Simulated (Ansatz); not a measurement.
# A defect in a wire: W wire along [111], 4 atoms a period, Mg in place of one W, part 2 of 4

Wanted: the relaxed defect and the transmission past it, beside the channels of the perfect wire.

Ansatz 0.2.0; DFT PBE, plane waves, PAW; relaxation of a wire's period (the session's first sound run).

So far. Step 2 (Relaxing the period): The cell's length comes to 2.683 Å with spin left out.

## (3) The wire at its relaxed period

This step: DFT PBE, plane waves, PAW; channels and complex bands of a perfect wire (Ansatz 0.2.0).

At the relaxed period the Bloch states of the perfect wire are found at each energy: those that move forward count the open channels, and those that decay describe how a disturbance dies away inside the wire itself. An energy step of 0.035 eV is under the 0.039 eV that the program asks for its thermal average at 300 K.

File input.yaml:

```yaml
crystal:
  lattice:
    - [11.283, 0.0, 0.0]
    - [0.0, 9.388, 0.0]
    - [0.0, 0.0, 2.6832636455]
  atoms:
    - { symbol: W, position: [0.321836204, 0.500015667, 0.0] }
    - { symbol: W, position: [0.500002526, 0.37029517, 0.292251865] }
    - { symbol: W, position: [0.500002526, 0.629736164, 0.707748135] }
    - { symbol: W, position: [0.678168848, 0.500015667, 0.0] }
kpoints:
  mp_grid: { grid: [1, 1, 30] }
scf:
  occupations: { method: fermi_dirac, width: 0.05 }
hamiltonian:
  xc: pbe
output:
  transmission:
    e_range: [-1.26, 1.26]
    de: 0.035
    kmesh: [1, 1]
    reduced_basis: true
    leads: [[0, 0]]
basis:
  ecutwfc: "350 eV"
```

The run is started by

```bash
ansatz run input.yaml --threads 4 --pin off --max-ram 16384MiB --backend cpu --events-out ev --progress --plain --runs-dir out
```

Numbers of over 12 decimals in the logs are rounded to 6 here.

Log:

```text
Warning: basis.ecutwfc = 350 eV is below the records' recommended 420 eV, and the density's cutoff is lower with it unless basis.ecutrho_ratio is high enough to keep the records' density cutoff: compare with a run at a higher cutoff
[...]
Crystal: 4 atoms, lattice volume = 284.224 Å³
Basis set: ecut = 350 eV, 4211 PW (Γ)
Bands: 34, of which v1, the nominal top of the filled ones, is band 28 counted from 1 (27 counted from 0)
Symmetry: 4 space group operations
[...]
k-points: 16 of 30
[...]
SCF iter   1: F=—  HF=-41529.346295 eV  |F-HF|=—  |Δ(HF+E_count)|=         —  Δρ=6.11e-3  dr2=1.06e-1  ethr=1.77e-3  ⟨swp⟩=8.0  Hψ=2562  notcnv=0
[...]
SCF iter   9: F=-41529.343067 eV  HF=-41529.343067 eV  |F-HF|=7.28e-10  |Δ(HF+E_count)|=   3.58e-8  Δρ=1.12e-6  dr2=6.83e-9  ethr=1.79e-10  ⟨swp⟩=4.9  Hψ=1405  notcnv=0
SCF 1 converged in 9 iterations: F = -41529.343067 eV  dr2 = 6.83e-9
[...]
transmission: 4 of 24 steps passed
transmission: 8 of 24 steps passed
[...]
transmission: 24 of 24 steps passed
SCF converged after 9 iterations
Free energy (F): -41529.343067 eV
[...]
Internal energy: -41529.306731 eV  (E = F + TS)
E sigma→0 (E₀):  -41529.324899 eV
Entropy (-TS):   -0.036335 eV (-9.084 meV/atom)
Fermi energy:    1.844301 eV
[...]
--- Band table (eV; the first three rows and the last of 16) ---
  k-point 0: bands = [... 24 lower, 0.2876, 0.6065, 1.3483, 1.6314, 2.0149, 2.8102, 2.8825, 2.8944, ... 2 higher]
  k-point 1: bands = [... 24 lower, 0.2727, 0.6166, 1.2835, 1.6713, 1.9535, 2.7777, 2.8609, 2.8787, ... 2 higher]
  k-point 2: bands = [... 24 lower, 0.3100, 0.6402, 1.1420, 1.7443, 1.7886, 2.6801, 2.8056, 2.8195, ... 2 higher]
  k-point 15: bands = [... 24 lower, 1.4451, 1.5397, 1.6282, 2.8505, 2.8547, 3.2552, 3.5520, 4.2581, ... 2 higher]
--- Transmission ---
  basis      : 787 plane waves across, 4 finite elements along
  points     : 1, standing for a mesh of 1 x 1
  filling    : by the input's occupations and mesh, since the crystals that have channels conduct as metals do. If one of these is a semiconductor, that mesh has misplaced its level
  energies   : 73 from -1.260000 to 1.260000 eV about the Fermi level, 0.035000 eV apart; the leads are filled to 0.000000 eV, and channels, transmission and decay are at 0.000000 eV
  crystal 0  : W4, at the sites [0, 0], period 2.6833 Å: whole cells are its period
    offset         : up to 0.0000 Å between an atom of the period and one for which it stands
    filled         : 5.3 meV under the level at which it is neutral
    channels       : 5.000000e0 a spin
    conductance    : 3.6563e14 S/m² at 300 K; may be off by some 0.0 % by where its bands' edges are placed, 0.0 % from the distance to neutral
```

Elapsed: 88 s, on 4 threads of Arm Neoverse V2, shared host; peak memory 1.5 GiB; 5.2 min of CPU time.

Reading the cycles: dr2 is the Hartree energy of the density residual (eV), the measure of convergence; HF is the Harris–Foulkes estimate of the energy, which meets the free energy F at convergence.

Numbers from this step:

| Property | Result |
| --- | --- |
| energy at zero smearing | -41529.3249 eV |
| channels at the energy nearest the Fermi level, one spin | 5 |
| conductance of the lead as this run defines it | 4.999 G₀ |
| band gap | 0 eV |

Table of open channels of the lead, one spin by energy, zero at the Fermi level:

```csv
energy (eV),"open channels of the lead, one spin"
-1.26,3
-1.19,6
-1.08,4
-1.01,2
-0.91,6
-0.84,6
-0.73,6
-0.67,6
-0.56,6
-0.49,5
-0.39,4
-0.32,4
-0.21,5
-0.14,5
-0.04,5
0.00,5
0.04,5
0.14,5
0.21,4
0.32,4
0.39,4
0.49,6
0.56,6
0.67,6
0.73,8
0.84,8
0.91,8
1.01,5
1.08,3
1.19,5
1.26,5
```

The slowest values at each energy, most degenerate partners merged, listed up to 1.5 1/Å. Im kz of the slowest decaying states against energy, zero at the Fermi level:

```csv
energy (eV),decay 1 (Å⁻¹),decay 2 (Å⁻¹),decay 3 (Å⁻¹),decay 4 (Å⁻¹)
-1.190,0.0642,0.0777,0.372,0.387
-1.085,0.0721,0.105,0.145,0.363
-1.015,0.00617,0.0497,0.112,0.169
-0.910,0.114,0.184,0.341,0.368
-0.805,0.119,0.185,0.322,0.358
-0.700,0.140,0.179,0.296,0.347
-0.595,0.153,0.180,0.261,0.333
-0.490,0.0223,0.160,0.189,0.215
-0.385,0.0275,0.0799,0.118,0.161
-0.315,0.0386,0.0607,0.0828,0.160
-0.210,0.0461,0.131,0.154,0.266
-0.105,0.143,0.181,0.185,0.239
0.000,0.127,0.203,0.204,0.239
0.105,0.145,0.155,0.202,0.278
0.210,0.0555,0.0614,0.163,0.208
0.315,0.0675,0.115,0.162,0.213
0.385,0.0435,0.138,0.154,0.216
0.490,0.136,0.165,0.219,0.313
0.595,0.109,0.186,0.220,0.304
0.700,0.0564,0.203,0.218,0.291
0.805,0.214,0.218,0.272,0.353
0.910,0.206,0.230,0.243,0.349
1.015,0.0310,0.0363,0.105,0.190
1.085,0.100,0.116,0.121,0.128
1.190,0.153,0.159,0.189,0.261
```

By hand: the program gives 3.6563 × 10^14 S/m² over the cell's cross-section of 105.92 Å² = 1.059 × 10^-18 m², so one cell conducts 3.873 × 10^-4 S. Divided by G0 = 2e²/h = 7.748 × 10^-5 S this is 5.00 G0, a resistance of 2.58 kΩ.

At the computed energy nearest the Fermi level there are 5 channels a spin, and the thermal average gives 5.00 G₀.

## (4) Relaxation of the scattering region

This step: DFT PBE, plane waves, PAW; relaxation of a junction in a wire, ends held (Ansatz 0.2.0).

System of this step: W wire along [111], 4 atoms a period, Mg in place of one W. The cell holds 36 atoms: 35 W and 1 Mg. Its edges and angles: a = 11.283 Å, b = 9.388 Å, c = 24.149 Å, α = 90.0°, β = 90.0°, γ = 90.0°. Regions: held atoms, 24 atoms (24 W); free atoms, 12 atoms (11 W and 1 Mg). Vacuum lies along a and b. The structure's axis is c.

12 atoms at the defect are free to relax, while 24 stay where the perfect wire has them, so that the ends still repeat as a lead. The cutoff is set under the files' recommended one to save time.

File input.yaml:

```yaml
crystal:
  lattice:
    - [11.283, 0.0, 0.0]
    - [0.0, 9.388, 0.0]
    - [0.0, 0.0, 24.1493728099]
  atoms:
    - { symbol: W, position: [0.321836204, 0.500015667, 0.0] }
    - { symbol: W, position: [0.500002526, 0.37029517, 0.032472429] }
    - { symbol: W, position: [0.500002526, 0.629736164, 0.078638682] }
    - { symbol: W, position: [0.678168848, 0.500015667, 0.0] }
    - { symbol: W, position: [0.321836204, 0.500015667, 0.111111111] }
    - { symbol: W, position: [0.500002526, 0.37029517, 0.143583541] }
    - { symbol: W, position: [0.500002526, 0.629736164, 0.189749793] }
    - { symbol: W, position: [0.678168848, 0.500015667, 0.111111111] }
    - { symbol: W, position: [0.321836204, 0.500015667, 0.222222222] }
    - { symbol: W, position: [0.500002526, 0.37029517, 0.254694652] }
    - { symbol: W, position: [0.500002526, 0.629736164, 0.300860904] }
    - { symbol: W, position: [0.678168848, 0.500015667, 0.222222222] }
    - { symbol: W, position: [0.321836204, 0.500015667, 0.333333333] }
    - { symbol: W, position: [0.500002526, 0.37029517, 0.365805763] }
    - { symbol: W, position: [0.500002526, 0.629736164, 0.411972015] }
    - { symbol: W, position: [0.678168848, 0.500015667, 0.333333333] }
    - { symbol: Mg, position: [0.321836204, 0.500015667, 0.444444444], spin: 0.3 }
    - { symbol: W, position: [0.500002526, 0.37029517, 0.476916874] }
    - { symbol: W, position: [0.500002526, 0.629736164, 0.523083126] }
    - { symbol: W, position: [0.678168848, 0.500015667, 0.444444444] }
    - { symbol: W, position: [0.321836204, 0.500015667, 0.555555556] }
    - { symbol: W, position: [0.500002526, 0.37029517, 0.588027985] }
    - { symbol: W, position: [0.500002526, 0.629736164, 0.634194237] }
    - { symbol: W, position: [0.678168848, 0.500015667, 0.555555556] }
    - { symbol: W, position: [0.321836204, 0.500015667, 0.666666667] }
    - { symbol: W, position: [0.500002526, 0.37029517, 0.699139096] }
    - { symbol: W, position: [0.500002526, 0.629736164, 0.745305348] }
    - { symbol: W, position: [0.678168848, 0.500015667, 0.666666667] }
    - { symbol: W, position: [0.321836204, 0.500015667, 0.777777778] }
    - { symbol: W, position: [0.500002526, 0.37029517, 0.810250207] }
    - { symbol: W, position: [0.500002526, 0.629736164, 0.856416459] }
    - { symbol: W, position: [0.678168848, 0.500015667, 0.777777778] }
    - { symbol: W, position: [0.321836204, 0.500015667, 0.888888889] }
    - { symbol: W, position: [0.500002526, 0.37029517, 0.921361318] }
    - { symbol: W, position: [0.500002526, 0.629736164, 0.967527571] }
    - { symbol: W, position: [0.678168848, 0.500015667, 0.888888889] }
magnetization:
  spin_polarized: true
kpoints:
  mp_grid: { grid: [1, 1, 2] }
scf:
  occupations: { method: fermi_dirac, width: 0.1 }
hamiltonian:
  xc: pbe
relax:
  constraints:
    - { sites: [0, 1, 2, 3, 4, 5, 6, 7, 8, 9, 10, 11, 24, 25, 26, 27, 28, 29, 30, 31, 32, 33, 34, 35] }
  f_tol: 0.06
  max_steps: 35
basis:
  ecutwfc: "350 eV"
```

Log:

```text
[...]
Warning: crystal.symmetry: narrowed to the stabiliser of the relax constraints — unitary ops 2 → 1; lowered at sites 9, 10, 21, 22 (the operations that carried what is held of a site onto what its image site leaves free; the constrained walk keeps no symmetry that its constraints do not admit)
[...]
Crystal: 36 atoms, lattice volume = 2558.018 Å³
Basis set: ecut = 350 eV, 38055 PW (Γ), exchange–correlation on 144×120×300 points (8 copies of the dense FFT grid, shifted against one another)
Bands: 301, of which v1, the nominal top of the filled ones, is band 250 counted from 1 (249 counted from 0)
Symmetry: 1 space group operations
k-points: 2
[...]
Starting moments: Σ|m| = 0.3 μB on 1 of 36 sites
[...]
SCF iter   1: F=—  HF=-365347.016220 eV  |F-HF|=—  |Δ(HF+E_count)|=         —  Δρ=2.15e-2 (↑2.15e-2 ↓2.14e-2)  dr2=2.10e2  dr2_m=1.84e-1  M=0.023 μB ∫|m|=0.062 μB  β_m=0.30  ethr=3.10e-3  ⟨swp⟩=10.8  Hψ=6010  notcnv=0
[...]
spin=Collinear: LDOS preconditioning applied to the charge; magnetization (m = ρ↑ − ρ↓) channel mixes plain (no charge-response kernel on spin).
SCF iter   2: F=—  HF=-365307.662923 eV  |F-HF|=—  |Δ(HF+E_count)|=    3.94e1  Δρ=1.10e-2 (↑1.10e-2 ↓1.09e-2)  dr2=2.15e1  dr2_m=9.12e-2  M=0.023 μB ∫|m|=0.053 μB  β_m=0.30  ethr=3.10e-3  ⟨swp⟩=5.0  Hψ=3180  notcnv=0
[...]
SCF iter   6: F=—  HF=-365303.497372 eV  |F-HF|=—  |Δ(HF+E_count)|=   2.68e-2  Δρ=6.93e-4 (↑6.93e-4 ↓6.86e-4)  dr2=5.05e-2  dr2_m=5.77e-3  M=0.012 μB ∫|m|=0.022 μB  β_m=0.30  ethr=3.44e-5  ⟨swp⟩=2.0  Hψ=1638  notcnv=0
[...]
spin-set hold released at iteration 6 (site moments contracting): the magnetisation degrees of freedom join the quasi-Newton model from the next iteration; the mixer history was flushed
SCF iter   7: F=—  HF=-365303.498557 eV  |F-HF|=—  |Δ(HF+E_count)|=   1.18e-3  Δρ=4.90e-4 (↑4.90e-4 ↓4.83e-4)  dr2=1.55e-2  dr2_m=2.89e-3  M=0.010 μB ∫|m|=0.019 μB  β_m=0.48  ethr=1.01e-5  ⟨swp⟩=2.0  Hψ=1639  notcnv=0
[...]
SCF iter  11: F=-365303.506623 eV  HF=-365303.506644 eV  |F-HF|=2.07e-5  |Δ(HF+E_count)|=   2.06e-5  Δρ=9.61e-6 (↑9.43e-6 ↓9.61e-6)  dr2=3.04e-5  dr2_m=2.64e-7  M=0.001 μB ∫|m|=0.004 μB  ethr=1.80e-8  ⟨swp⟩=3.0  Hψ=3891  notcnv=0
WARN: the starting moments were not kept: the SCF closed with an absolute magnetisation of 4.1e-3 μB, where they sum to 0.3 μB in size (1 site). That is at most 0.1 of that sum. Measured as dr2_m measures the in/out step, that magnetisation stands 2.0e-7 eV from none, at or under the dr2_threshold of 9.0e-5 eV: it is no larger than a step whose dr2_m would equal this threshold. The system may hold no moment; this SCF [...]
SCF 1 converged in 11 iterations: F = -365303.506623 eV  dr2 = 3.04e-5
[...]
relax step   1: F+E_penalty+E_count = -365303.50662305 eV  Δ(F+E_penalty+E_count) = +0.000e0 eV  max|allowed force component| = 3.596e0 eV/Å  Δτ_max = 0.0000 Å  (11 SCF iters, dr2 threshold 9.00e-5 eV, accepted)
[...]
Starting moments: Σ|m| = 0.3 μB on 1 of 36 sites; this step starts from the density that it was given
[...]
SCF iter   1: F=—  HF=-365304.461408 eV  |F-HF|=—  |Δ(HF+E_count)|=         —  Δρ=2.79e-3 (↑2.79e-3 ↓2.73e-3)  dr2=2.11e0  dr2_m=5.00e-2  M=0.003 μB ∫|m|=0.021 μB  β_m=0.30  ethr=6.60e-4  ⟨swp⟩=1.5  Hψ=4099  notcnv=0
eigensolver tolerance schedule: the retry pair's looser diagonalisation over-reported the residual by 0.56 of it (diagonalisation noise at 0.18 of the residual, at the tolerance the schedule requests for it); recorded, not acted on — ethr = c·dr2/N_el stays at c = 1.0e-1
[...]
SCF iter   2: F=—  HF=-365304.367614 eV  |F-HF|=—  |Δ(HF+E_count)|=   9.38e-2  Δρ=1.78e-3 (↑1.78e-3 ↓1.71e-3)  dr2=7.53e-1  dr2_m=2.51e-2  M=0.002 μB ∫|m|=0.018 μB  β_m=0.47  ethr=4.22e-4  ⟨swp⟩=1.0  Hψ=1204  notcnv=0
[...]
SCF iter   7: F=-365304.352052 eV  HF=-365304.352064 eV  |F-HF|=1.26e-5  |Δ(HF+E_count)|=   3.69e-5  Δρ=9.88e-6 (↑9.88e-6 ↓9.74e-6)  dr2=2.44e-5  dr2_m=1.77e-7  M=0.000 μB ∫|m|=0.004 μB  ethr=2.00e-8  ⟨swp⟩=3.0  Hψ=3892  notcnv=0
the starting moments were not kept: the SCF closed with an absolute magnetisation of 3.7e-3 μB, where they sum to 0.3 μB in size (1 site). That is at most 0.1 of that sum. Measured as dr2_m measures the in/out step, that magnetisation stands 1.7e-7 eV from none, at or under the dr2_threshold of 1.0e-4 eV: it is no larger than a step whose dr2_m would equal this threshold.
SCF 2 converged in 7 iterations: F = -365304.352052 eV  dr2 = 2.44e-5
[...]
relax step   2: F+E_penalty+E_count = -365304.35205151 eV  Δ(F+E_penalty+E_count) = -8.454e-1 eV  max|allowed force component| = 1.130e0 eV/Å  Δτ_max = 0.1946 Å  (7 SCF iters, dr2 threshold 1.00e-4 eV, accepted)
SCF iter   1: F=—  HF=-365304.458321 eV  |F-HF|=—  |Δ(HF+E_count)|=         —  Δρ=1.95e-3 (↑1.95e-3 ↓1.91e-3)  dr2=7.76e-1  dr2_m=5.04e-2  M=0.002 μB ∫|m|=0.019 μB  β_m=0.30  ethr=2.24e-3  ⟨swp⟩=3.8  Hψ=2481  notcnv=0
[...]
SCF iter   7: F=-365304.516884 eV  HF=-365304.516917 eV  |F-HF|=3.28e-5  |Δ(HF+E_count)|=   2.04e-6  Δρ=9.80e-6 (↑9.80e-6 ↓9.05e-6)  dr2=4.20e-5  dr2_m=2.79e-7  M=-0.001 μB ∫|m|=0.004 μB  ethr=1.60e-8  ⟨swp⟩=3.0  Hψ=4025  notcnv=0
[...]
SCF 3 converged in 7 iterations: F = -365304.516884 eV  dr2 = 4.20e-5
relax step   3: F+E_penalty+E_count = -365304.51688407 eV  Δ(F+E_penalty+E_count) = -1.648e-1 eV  max|allowed force component| = 2.863e-1 eV/Å  Δτ_max = 0.1947 Å  (7 SCF iters, dr2 threshold 7.98e-5 eV, accepted)
[...]
relax step   4: F+E_penalty+E_count = -365304.55808677 eV  Δ(F+E_penalty+E_count) = -4.120e-2 eV  max|allowed force component| = 2.352e-1 eV/Å  Δτ_max = 0.1602 Å  (9 SCF iters, dr2 threshold 5.26e-6 eV, accepted)
[...]
relax step   5: F+E_penalty+E_count = -365304.57118708 eV  Δ(F+E_penalty+E_count) = -1.310e-2 eV  max|allowed force component| = 6.689e-2 eV/Å  Δτ_max = 0.0240 Å  (11 SCF iters, accepted)
SCF iter   1: F=—  HF=-365304.570994 eV  |F-HF|=—  |Δ(HF+E_count)|=         —  Δρ=3.03e-4 (↑3.03e-4 ↓2.97e-4)  dr2=4.74e-3  dr2_m=1.70e-3  M=-0.000 μB ∫|m|=0.003 μB  β_m=0.30  ethr=3.71e-5  ⟨swp⟩=2.5  Hψ=2079  notcnv=0
[...]
SCF iter   8: F=-365304.572693 eV  HF=-365304.572693 eV  |F-HF|=3.00e-8  |Δ(HF+E_count)|=   2.39e-8  Δρ=4.00e-7 (↑4.00e-7 ↓3.94e-7)  dr2=4.97e-8  dr2_m=1.80e-10  M=-0.000 μB ∫|m|=0.000 μB  ethr=2.00e-11  ⟨swp⟩=4.0  Hψ=3614  notcnv=0
[...]
SCF 6 converged in 8 iterations: F = -365304.572693 eV  dr2 = 4.97e-8
relax step   6: F+E_penalty+E_count = -365304.57269316 eV  Δ(F+E_penalty+E_count) = -1.506e-3 eV  max|allowed force component| = 4.615e-2 eV/Å  Δτ_max = 0.0340 Å  (8 SCF iters, accepted)
SCF converged after 8 iterations
Magnetization: -0.0001 μB (249.9999 up, 250.0001 down)
Absolute magnetization: 0.0003 μB (∫|ρ↑−ρ↓|, with the PAW one-centre terms)
[...]
Per-site moments (μB) at R_I (Å): [(-1.8755797947382314e-8, 1.022063), (-1.475507242544063e-6, 1.022063), (1.0472055489728397e-6, 1.022063), (1.5136519253741633e-6, 1.022063), (-7.56980299222369e-7, 1.022063), (-2.2032459421626336e-6, 1.022063), (2.434078877678858e-6, 1.022063), (1.6510147963958933e-6, 1.022063), (-4.104122186732286e-6, 1.022063), (2.970197421984338e-6, 1.022063), (-5.016736250791287e-6, 1.017285), ( [...]
Free energy (F): -365304.572693 eV
[...]
Internal energy: -365303.206787 eV  (E = F + TS)
E sigma→0 (E₀):  -365303.889740 eV
Entropy (-TS):   -1.365906 eV (-37.942 meV/atom)
Fermi energy:    1.792226 eV
[...]
--- Forces (eV/Å), atoms counted from 1 ---
  atom   1  W     -0.06117329    -0.12875711    -0.05482674
  atom   2  W      0.04955837     0.01446963     0.00749863
  atom   3  W      0.02330936     0.02901786    -0.09490659
  atom   4  W      0.03364707    -0.06902570    -0.05683285
  atom   5  W     -0.00068740     0.11237098    -0.04115251
  atom   6  W     -0.03209503    -0.16278992    -0.05008721
  atom   7  W      0.11196010     0.11809976     0.14244076
  atom   8  W      0.01497394    -0.01824137     0.08394588
  atom   9  W     -0.12470226    -0.08002686    -0.11116687
  atom  10  W     -0.03729053    -0.07045242    -0.05118692
  atom  11  W     -0.05935447     0.19307497    -0.21723029
  atom  12  W      0.09802159    -0.06435921     0.21076171
  atom  13  W      0.00386292     0.03644810    -0.01363165
  atom  14  W     -0.03847475    -0.02665320    -0.02251833
  atom  15  W     -0.03924285    -0.00829156    -0.02482661
  atom  16  W      0.02317210     0.04614885     0.02161823
  atom  17  Mg    -0.00485810     0.00060063     0.00857218
  atom  18  W     -0.00032006     0.01742982     0.00826395
  atom  19  W     -0.01637669     0.02915952     0.01243391
  atom  20  W      0.01207265    -0.01694789     0.00774735
  atom  21  W      0.01208958    -0.03046973    -0.00897611
  atom  22  W      0.03879710     0.02425851    -0.00282859
  atom  23  W     -0.03816228     0.00527644    -0.00085145
  atom  24  W     -0.00113785    -0.03836387    -0.02561960
  atom  25  W     -0.20948976     0.06060935     0.15812149
  atom  26  W      0.10381470    -0.21143879     0.10068228
  atom  27  W     -0.03061291     0.17152716     0.02568086
  atom  28  W      0.11335879    -0.01073268    -0.20261555
  atom  29  W      0.01456550    -0.11038434     0.05415009
  atom  30  W      0.02709015    -0.02581744     0.10804982
  atom  31  W      0.05046399    -0.01647553    -0.01772203
  atom  32  W      0.00008908     0.02889317    -0.06064353
  atom  33  W     -0.06121711     0.13230574     0.05882580
  atom  34  W     -0.00139978    -0.11955366    -0.03726065
  atom  35  W     -0.00186512     0.12163807     0.02592798
  atom  36  W      0.02753406     0.06744880     0.06014089
  max |Σ_I F_I| component: 7.92e-5 eV/Å
--- Relaxed structure (6 steps of the walk, 6 accepted, 0 SCFs on fresh bases) ---
  F+E_penalty+E_count = -365304.57269316 eV   max|allowed force component| = 4.615e-2 eV/Å
  atoms:
    - { symbol: W, position: [0.321836204, 0.500016, -5.5555541455778706e-11] }
    - { symbol: W, position: [0.500002526, 0.370295, 0.032472] }
    - { symbol: W, position: [0.500002526, 0.629736164, 0.078639] }
    - { symbol: W, position: [0.678168848, 0.500016, -5.5555541455778706e-11] }
    - { symbol: W, position: [0.321836204, 0.500016, 0.111111] }
    - { symbol: W, position: [0.500002526, 0.370295, 0.143584] }
    - { symbol: W, position: [0.500002526, 0.629736164, 0.189750] }
    - { symbol: W, position: [0.678168848, 0.500016, 0.111111] }
    - { symbol: W, position: [0.321836204, 0.500016, 0.222222] }
    - { symbol: W, position: [0.500002526, 0.370295, 0.254695] }
    - { symbol: W, position: [0.500002526, 0.629736164, 0.300861] }
    - { symbol: W, position: [0.678168848, 0.500016, 0.222222] }
    - { symbol: W, position: [0.318986, 0.500862, 0.328535] }
    - { symbol: W, position: [0.491106, 0.370801, 0.367967] }
    - { symbol: W, position: [0.493616, 0.624944, 0.408823] }
    - { symbol: W, position: [0.673692, 0.487913, 0.334092] }
    - { symbol: Mg, position: [0.270937, 0.492935, 0.444552] }
    - { symbol: W, position: [0.493183, 0.366031, 0.481137] }
    - { symbol: W, position: [0.491135, 0.620854, 0.521224] }
    - { symbol: W, position: [0.667477, 0.494870, 0.444918] }
    - { symbol: W, position: [0.317559, 0.493817, 0.560995] }
    - { symbol: W, position: [0.497511, 0.363379, 0.589547] }
    - { symbol: W, position: [0.500099, 0.628326, 0.633932] }
    - { symbol: W, position: [0.673040, 0.503192, 0.555566] }
    - { symbol: W, position: [0.321836204, 0.500016, 0.666667] }
    - { symbol: W, position: [0.500002526, 0.370295, 0.699139] }
    - { symbol: W, position: [0.500002526, 0.629736164, 0.745305] }
    - { symbol: W, position: [0.678168848, 0.500016, 0.666667] }
    - { symbol: W, position: [0.321836204, 0.500016, 0.777778] }
    - { symbol: W, position: [0.500002526, 0.370295, 0.810250] }
    - { symbol: W, position: [0.500002526, 0.629736164, 0.856416] }
    - { symbol: W, position: [0.678168848, 0.500016, 0.777778] }
    - { symbol: W, position: [0.321836204, 0.500016, 0.888889] }
    - { symbol: W, position: [0.500002526, 0.370295, 0.921361] }
    - { symbol: W, position: [0.500002526, 0.629736164, 0.967528] }
    - { symbol: W, position: [0.678168848, 0.500016, 0.888889] }
```

Elapsed: 5.5 min, on 4 threads; peak memory 7.9 GiB.

[end of part 2 of 4]

[Logs are printed without paths, hosts, clocks, repeated set-up lines and the standing remarks that a program may print on its own settings, such as how far it seeks lower states.]

[Hosts, paths, dates, database ids (printed as entryN), source tags and the programs' standing remarks are cut or masked in the printed files.]
